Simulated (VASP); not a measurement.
Set up this calculation in VASP 6.6.1, as the native input.

* Task: relaxation of cell and atoms
* Functional: PBE
* Potentials or basis: VASP PAW PBE potentials, release 64 (Pt)
* Cutoff: 700 eV
* k mesh: 18 × 18 × 18
* Occupations: gaussian, width 0.1 eV
* Spin: no spin polarisation
* Further INCAR settings: ALGO = Fast; EDIFF = 1e-07; IBRION = 2; EDIFFG = -0.002; NSW = 80; ISIF = 3

The structure of Pt lies in POSCAR:

```
Pt                                      
1.0
    0.0000000000      1.9840374124      1.9840374124
    1.9840374124      0.0000000000      1.9840374124
    1.9840374124      1.9840374124      0.0000000000
  Pt            
     1
Direct
     0.0000000000000000    0.0000000000000000    0.0000000000000000
```

These files were run (other wordings do the same):

INCAR

```
SYSTEM = Pt
PREC = Accurate ; ENCUT = 700
EDIFF = 1E-7 ; ISMEAR = 0
SIGMA = 0.1 ; LREAL = .FALSE.
LASPH = .TRUE. ; NELM = 60
ALGO = Fast ; ISIF = 3
LWAVE = .FALSE. ; LCHARG = .FALSE.
GGA = PE ; IBRION = 2
NSW = 80 ; EDIFFG = -0.002
```

KPOINTS

```
Automatic mesh
0
G
  18 18 18
  0 0 0
```

Potentials or basis: VASP PAW PBE potentials, release 64 (Pt).

Run with:

```sh
$ cat potpaw_PBE.64/Pt/POTCAR > POTCAR
$ mpirun -np 1 vasp_std > vasp.out
```

It gave:

The pressure after relaxing is 0.0 GPa and the band gap on the k mesh is none (metal or under the smearing width).

Caveat: the relaxation stopped at its first step, so nothing moved.

It took 11 s on 1 thread of Intel(R) Xeon(R) 6975P-C (Granite Rapids), with other jobs on the host, peak memory 0.18 GiB.
